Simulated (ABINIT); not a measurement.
Here is an ABINIT 10.8.3 (patched build) calculation.

The input run.abi:

```
# Datasets: ground state, then fixed potential
ndtset 2

# Pseudopotentials
pp_dirpath "./"
pseudos "Mg.GGA_PBE-JTH.xml, O.GGA_PBE-JTH.xml"

# Structure
acell 5.6041865537 5.6041865537 5.6041865537
rprim
     0.0000000000     0.7071067812     0.7071067812
     0.7071067812     0.0000000000     0.7071067812
     0.7071067812     0.7071067812     0.0000000000
ntypat 2
znucl 12 8
natom 2
typat 1 2
xred
     0.0000000000     0.0000000000     0.0000000000
     0.5000000000     0.5000000000     0.5000000000

# Plane-wave basis
ecut 28.0
pawecutdg 50.0
pawxcdev 0

# Exchange and correlation
ixc -120135

# Bands and occupations
occopt 3
tsmear 0.00183747

# SCF cycle
nstep 100

# Output
iomode 3
prtwf 0
prteig 0
prtebands 0
enunit 1
prtden1 1
prtvha1 1
prtvclmb1 1
prtpot1 1

# Dataset 1
kptopt1 1
ngkpt1 11 11 11
nshiftk1 1
shiftk1 0.0 0.0 0.0
nband1 12
tolvrs1 1.0e-9

# Dataset 2: bands along G-X-W-K-G-L-U-W-L-K
iscf2 -2
getden2 1
nband2 18
nbdbuf2 4
tolwfr2 1.0e-11
kptopt2 -9
ndivsm2 5
prteig2 1
kptbounds2
     0.0000000000     0.0000000000     0.0000000000
     0.5000000000     0.0000000000     0.5000000000
     0.5000000000     0.2500000000     0.7500000000
     0.3750000000     0.3750000000     0.7500000000
     0.0000000000     0.0000000000     0.0000000000
     0.5000000000     0.5000000000     0.5000000000
     0.6250000000     0.2500000000     0.6250000000
     0.5000000000     0.2500000000     0.7500000000
     0.5000000000     0.5000000000     0.5000000000
     0.3750000000     0.3750000000     0.7500000000
```

Potentials or basis: JTH PAW PBE v2.0.

Launch:

```console
$ abinit run.abi > log 2>&1
```

**Question.** Predict the band gap on the k mesh.

**Answer.** 4.84 eV, direct.

**Question.** Estimate the band gap along the path.

**Answer.** 4.84 eV, direct.

**Question.** What does it give for the pressure?

**Answer.** 2.9 GPa.

Levels at the corners of the path, in eV from the valence-band top:
| point | band 6 | band 7 | band 8 | band 9 | band 10 | band 11 |
| --- | --- | --- | --- | --- | --- | --- |
| Γ | 0.00 | 0.00 | 0.00 | 4.84 | 15.74 | 15.74 |
| X | -4.15 | -1.37 | -1.37 | 8.96 | 10.10 | 13.13 |
| W | -3.01 | -3.01 | -1.81 | 11.60 | 11.60 | 12.32 |
| K | -3.55 | -2.76 | -1.17 | 10.02 | 11.90 | 12.53 |
| Γ | 0.00 | 0.00 | 0.00 | 4.84 | 15.74 | 15.74 |
| L | -4.71 | -0.68 | -0.68 | 7.87 | 12.69 | 16.37 |
| U | -3.55 | -2.76 | -1.17 | 10.02 | 11.90 | 12.53 |
| W | -3.01 | -3.01 | -1.81 | 11.60 | 11.60 | 12.32 |
| L | -4.71 | -0.68 | -0.68 | 7.87 | 12.69 | 16.37 |
| K | -3.55 | -2.76 | -1.17 | 10.02 | 11.90 | 12.53 |

Caveat: the PAW data sets were made with another functional, which shifts forces and pressure a little.

**Experimental background.**

“Electronic structure of alkaline earth and post-transition metal oxides”, 2009, arxiv:0908.1581 quotes, for a bulk crystal of MgO: band gap 7.83 eV.

Measured gap of MgO: 7.83 eV (quoted in “Electronic structure of alkaline earth and post-transition metal oxides”, 2009, arxiv:0908.1581). This calculation gives 4.84 eV (-2.99 eV). The value is that of AM05, without temperature or zero-point motion. Semilocal functionals fall short of measured gaps as a rule. The cell is a database's relaxed one, not the measured one, which moves gaps too.
